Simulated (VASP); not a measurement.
# TiTe (P6_3/mmc) in VASP: notebook

Runs on TiTe. Level: PBEsol. Tasks: single point.

Everything below comes from runs of VASP 6.6.1. Logs are shortened: lines on timing, memory, paths and dates and some standing lists are left out, and cuts for length are marked.

### 1 Starting point

It takes space group P6_3/mmc (No. 194, hexagonal). The conventional cell has a = 3.842 Å, b = 3.842 Å, c = 6.403 Å, α = 90.00°, β = 90.00°, γ = 120.00°. Te (site symmetry -6m2) has 6 Ti at 2.74 Å as nearest neighbours. Ti (site symmetry -3m) is surrounded by 6 Te at 2.74 Å.

### 2 Single point, PBEsol

File INCAR:

```
  PREC = Accurate
  ENCUT = 300
  EDIFF = 1E-6
  ISMEAR = 0
  SIGMA = 0.05
  LREAL = F
  LASPH = T
  NELM = 100
  ALGO = Normal
  ISIF = 2
  LWAVE = F
  LCHARG = F
  GGA = PS
  ADDGRID = F
```

File KPOINTS:

```
Automatic mesh
0
Gamma
  10 10 5
```

File POSCAR:

```
TiTe
1.0
    3.8420000000      0.0000000000      0.0000000000
   -1.9210000000      3.3272696013      0.0000000000
    0.0000000000      0.0000000000      6.4030000000
Te Ti
2 2
Direct
    0.6666666667      0.3333333333      0.7500000000
    0.3333333333      0.6666666667      0.2500000000
    0.0000000000      0.0000000000      0.5000000000
    0.0000000000      0.0000000000      0.0000000000
```

Potentials or basis: VASP PAW PBE potentials, release 64 (Te, Ti_sv).

Command:

```console
> cat potpaw_PBE.64/Te/POTCAR potpaw_PBE.64/Ti_sv/POTCAR > POTCAR
> mpirun -np 1 vasp_std > vasp.out
```

OUTCAR:

```text
PREC = Accurate
   ENCUT = 300
   EDIFF = 1E-6
   ISMEAR = 0
   LREAL = F
   LASPH = T
   NELM = 100
   ISIF = 2
   GGA = PS

 Found     42 irreducible k-points:

 Following reciprocal coordinates:
            Coordinates               Weight
  0.000000  0.000000  0.000000      1.000000
  0.100000  0.000000  0.000000      6.000000
  0.200000  0.000000  0.000000      6.000000
  0.300000  0.000000  0.000000      6.000000
  0.400000  0.000000  0.000000      6.000000
  0.500000  0.000000  0.000000      3.000000
   k-points           NKPTS =     42   k-points in BZ     NKDIM =     42   number of bands    NBANDS=     22
   number of dos      NEDOS =    301   number of ions     NIONS =      4
   total plane-waves  NPLWV =  20736
   dimension x,y,z NGX =    24 NGY =   24 NGZ =   36
   dimension x,y,z NGXF=    48 NGYF=   48 NGZF=   72
   ions per type =               2   2
   NGX,Y,Z   is equivalent  to a cutoff of  10.38, 10.38,  9.35 a.u.
   NGXF,Y,Z  is equivalent  to a cutoff of  20.77, 20.77, 18.69 a.u.
 SYSTEM =  unknown system
   PREC   = accura    normal or accurate (medium, high low for compatibility)
   ISTART =      0    job   : 0-new  1-cont  2-samecut
   ICHARG =      2    charge: 1-file 2-atom 10-const
   ISPIN  =      1    spin polarized calculation?
   LNONCOLLINEAR =      F non collinear calculations
   LSORBIT =      F    spin-orbit coupling
   LASPH  =      T    aspherical Exc in radial PAW
   ENCUT  =  300.0 eV  22.05 Ry    4.70 a.u.   5.43  5.43  9.04*2*pi/ulx,y,z
   NELM   =    100;   NELMIN=  2; NELMDL= -5     # of ELM steps
   EDIFF  = 0.1E-05   stopping-criterion for ELM
   LREAL  =      F    real-space projection
   EDIFFG = 0.1E-04   stopping-criterion for IOM
   NSW    =      0    number of steps for IOM
   IBRION =     -1    ionic relax: 0-MD 1-quasi-New 2-CG
   NFREE  =      0    steps in history (QN), initial steepest desc. (CG)
   ISIF   =      2    stress and relaxation
   ISYM   =      2    0-nonsym 1-usesym 2-fastsym
   POTIM  = 0.5000    time-step for ionic-motion
   TEBEG  =    0.0;   TEEND  =   0.0 temperature during run
   PSTRESS=    0.0 pullay stress
   NELECT =      36.0000    total number of electrons
   NUPDOWN=      -1.0000    fix difference up-down
   EMIN   =  10.00;   EMAX   =-10.00  energy-range for DOS
   EFERMI =   0.00;   METHOD = LEGACY
   ISMEAR =     0;   SIGMA  =   0.05  broadening in eV -4-tet -1-fermi 0-gaus
   EFERMI_NEDOS =   21; number of points for ismear=-14 and -15
   IALGO  =     38    algorithm
   IMIX   =      4    mixing-type and parameters
     AMIX     =   0.40;   BMIX     =  1.00
     AMIX_MAG =   1.60;   BMIX_MAG =  1.00
  volume/ion in A,a.u.               =      20.46       138.09
  Fermi-wavevector in a.u.,A,eV,Ry     =   1.244991  2.352691 21.089049  1.550001
  Thomas-Fermi vector in A             =   2.379233
   LORBIT       =      0    0 simple, 1 ext, 2 COOP (PROOUT), +10 PAW based schemes
   GGA     = PS    functional components
   LHFCALC =     F    Hartree Fock is set to
   AEXX    =    0.0000 exact exchange contribution
   IVDW    =     0    specifies the selected vdW correction
   LEPSILON=     F    determine dielectric tensor
   LRPA    =     F    only Hartree local field effects (RPA)
 non-spin polarized calculation
 Gauss-broadening in eV      SIGMA  =   0.05
  energy-cutoff  :      300.00
  volume of cell :       81.85
 maximum number of plane-waves:       991
 NGX is ok and might be reduce to    24
   NGX = 11   NGY = 11   NGZ = 19

 number of electron      35.9999971 magnetization

 Free energy of the ion-electron system (eV)
  ---------------------------------------------------
  ext. energy  EPLUGINS =         0.00000000
  ---------------------------------------------------
  free energy    TOTEN  =       -26.19157853 eV

  energy without entropy =      -26.18695169  energy(sigma->0) =      -26.18926511

 E-fermi :  10.0905     XC(G=0): -11.1624

 val. band max:       10.0898683662   @ k =   0.1000   0.0000   0.2000
 cond. band min:      10.0957659396   @ k =   0.4000   0.1000   0.0000
 fundamental gap:      0.0058975734
 Fermi energy:        10.0904837429

 k-point     1 :       0.0000    0.0000    0.0000
  band No.  band energies     occupation
      1     -46.9540      2.00000
      2     -46.9394      2.00000
      3     -23.4252      2.00000
      4     -23.4252      2.00000
      5     -23.4069      2.00000
      6     -23.4069      2.00000
[... 14 lines left out ...]
     21       9.6656      2.00000
     22      11.0484      0.00000

 k-point     2 :       0.1000    0.0000    0.0000
  band No.  band energies     occupation
      1     -46.9537      2.00000
      2     -46.9391      2.00000
      3     -23.4295      2.00000
      4     -23.4259      2.00000
      5     -23.4101      2.00000
      6     -23.4076      2.00000
[... 14 lines left out ...]
     21      10.2744      0.00000
     22      11.0439      0.00000

 k-point     3 :       0.2000    0.0000    0.0000
  band No.  band energies     occupation
      1     -46.9529      2.00000
      2     -46.9384      2.00000
      3     -23.4418      2.00000
      4     -23.4289      2.00000
      5     -23.4199      2.00000
      6     -23.4095      2.00000
[... 14 lines left out ...]
     21      10.7514      0.00000
     22      11.0326      0.00000

 k-point     4 :       0.3000    0.0000    0.0000
  band No.  band energies     occupation
      1     -46.9519      2.00000
      2     -46.9375      2.00000
      3     -23.4562      2.00000
      4     -23.4324      2.00000
      5     -23.4319      2.00000
      6     -23.4117      2.00000
[... 14 lines left out ...]
     21      10.8886      0.00000
     22      11.0492      0.00000

 k-point     5 :       0.4000    0.0000    0.0000
  band No.  band energies     occupation
      1     -46.9512      2.00000
      2     -46.9368      2.00000
      3     -23.4684      2.00000
      4     -23.4410      2.00000
      5     -23.4351      2.00000
      6     -23.4135      2.00000
[... 14 lines left out ...]
     21      10.8315      0.00000
     22      11.1444      0.00000

 k-point     6 :       0.5000    0.0000    0.0000
  band No.  band energies     occupation
      1     -46.9509      2.00000
      2     -46.9365      2.00000
      3     -23.4731      2.00000
      4     -23.4445      2.00000
      5     -23.4362      2.00000
      6     -23.4139      2.00000
[... 14 lines left out ...]
     21      10.9123      0.00000
     22      11.2308      0.00000

 [... further k-points ...]

------------------------ aborting loop because EDIFF is reached ----------------------------------------

  FORCE on cell =-STRESS in cart. coord.  units (eV):
  Direction    XX          YY          ZZ          XY          YZ          ZX
  --------------------------------------------------------------------------------------
  -------------------------------------------------------------------------------------
  Total        0.7808837      0.7808837      3.6851028      0.0000000     -0.0000000      0.0000000
  in kB       15.2850934     15.2850934     72.1325587      0.0000000     -0.0000000      0.0000000
  external PRESSURE =      34.2342485 kB  Pullay stress =       0.0000000 kB

 VOLUME and BASIS-vectors are now :
 -----------------------------------------------------------------------------
  energy-cutoff  :      300.00
  volume of cell :       81.85
      direct lattice vectors                 reciprocal lattice vectors
     3.842000000  0.000000000  0.000000000     0.260281104  0.150273365  0.000000000
    -1.921000000  3.327269601  0.000000000     0.000000000  0.300546730  0.000000000
     0.000000000  0.000000000  6.403000000     0.000000000  0.000000000  0.156176792

 POSITION                                       TOTAL-FORCE (eV/Angst)
 -----------------------------------------------------------------------------------
      1.92100      1.10909      4.80225        -0.000000      0.000000      0.000000
     -0.00000      2.21818      1.60075         0.000000     -0.000000      0.000000
      0.00000      0.00000      3.20150         0.000000      0.000000      0.000000
      0.00000      0.00000      0.00000         0.000000      0.000000      0.000000
 -----------------------------------------------------------------------------------
    total drift:                                0.000000     -0.000000      0.000000

  FREE ENERGIE OF THE ION-ELECTRON SYSTEM (eV)
  ---------------------------------------------------
  free  energy   TOTEN  =       -26.1915785337 eV

  energy  without entropy=      -26.1869516926  energy(sigma->0) =      -26.18926511
```

OSZICAR:

```text
N       E                     dE             d eps       ncg     rms          rms(c)
DAV:   1     0.293138732647E+03    0.29314E+03   -0.12916E+04  1864   0.119E+03
DAV:   2     0.573868174589E+01   -0.28740E+03   -0.28331E+03  1932   0.389E+02
DAV:   3    -0.263253438173E+02   -0.32064E+02   -0.31672E+02  3268   0.120E+02
DAV:   4    -0.284147735233E+02   -0.20894E+01   -0.20799E+01  2600   0.241E+01
DAV:   5    -0.285290236689E+02   -0.11425E+00   -0.11414E+00  2652   0.493E+00    0.143E+01
DAV:   6    -0.263890476443E+02    0.21400E+01   -0.21604E+01  2396   0.368E+01    0.493E+00
DAV:   7    -0.262234357077E+02    0.16561E+00   -0.22569E+00  2368   0.122E+01    0.342E+00
DAV:   8    -0.261924857930E+02    0.30950E-01   -0.18630E-01  2504   0.302E+00    0.433E-01
DAV:   9    -0.261915174038E+02    0.96839E-03   -0.17195E-02  2456   0.111E+00    0.251E-01
DAV:  10    -0.261916258484E+02   -0.10844E-03   -0.17443E-03  2922   0.376E-01    0.551E-02
DAV:  11    -0.261915820851E+02    0.43763E-04   -0.51707E-04  2558   0.198E-01    0.311E-02
DAV:  12    -0.261915794378E+02    0.26473E-05   -0.59730E-05  2584   0.594E-02    0.386E-03
DAV:  13    -0.261915785337E+02    0.90414E-06   -0.11064E-06  1680   0.747E-03
   1 F= -.26191579E+02 E0= -.26189265E+02  d E =-.462684E-02
```

stdout:

```text
POSCAR found type information on POSCAR TeTi
 POSCAR found :  2 types and       4 ions
 scaLAPACK will be used
 -----------------------------------------------------------------------------
|                                                                             |
|                                                                             |
|     You enforced a specific xc type in the INCAR file but a different       |
|     I HOPE YOU KNOW WHAT YOU ARE DOING!                                     |
|                                                                             |
 -----------------------------------------------------------------------------

 LDA part: xc-table for (Slater+PW92), standard interpolation
 POSCAR, INCAR and KPOINTS ok, starting setup
 FFT: planning ... GRIDC
 FFT: planning ... GRID_SOFT
 FFT: planning ... GRID
 WAVECAR not read
 entering main loop
```

Run time: 22 s. Hardware: 1 thread of AMD EPYC 9R14 (Zen 4), shared host; peak memory 0.14 GiB.

These settings aren't checked as converged: the numbers below hold their error.

What came out:

| Item | Value |
| --- | --- |
| Free energy | -26.1916 eV |
| Band gap on the k mesh | none (metal or under the smearing width) |

Caveat: the cutoff is under 1.25 times the usual one of these potentials, so pressure, stress and relaxed cells hold a basis-set (Pulay) error; the PAW data sets were made with another functional, which shifts forces and pressure a little.

### 3 Single point, PBEsol

INCAR, as its differences from that of step 2:

```diff
@@ -1,3 +1,3 @@
   PREC = Accurate
-  ENCUT = 300
+  ENCUT = 450
   EDIFF = 1E-6
```

File KPOINTS:

```
Automatic mesh
0
Gamma
  8 8 5
```

POSCAR is that of step 2.

Potentials or basis: VASP PAW PBE potentials, release 64 (Te, Ti_sv).

Command:

```console
> cat potpaw_PBE.64/Te/POTCAR potpaw_PBE.64/Ti_sv/POTCAR > POTCAR
> mpirun -np 1 vasp_std > vasp.out
```

Wall time 28 s (1 thread of AMD EPYC 9R14 (Zen 4), shared host); peak memory 0.17 GiB.

The run converged, but some of its settings lie outside the range that counts as converged, so its numbers aren't taken as properties of the crystal.

Results:

```
Free energy            : -26.1910 eV
Pressure               : 3.4 GPa
Band gap on the k mesh : none (metal or under the smearing width)
```

Caveat: the PAW data sets were made with another functional, which shifts forces and pressure a little.

### 4 For comparison

An earlier run on the cell as given: functional PBEsol; potentials or basis VASP PAW PBE potentials, release 64 (Te, Ti_sv); cutoff 520 eV; k mesh 8 × 8 × 4; occupations fermi-dirac, width 0.05 eV; no spin polarisation.

* Pressure: 3.5 GPa
* Band gap on the k mesh: none (metal or under the smearing width)
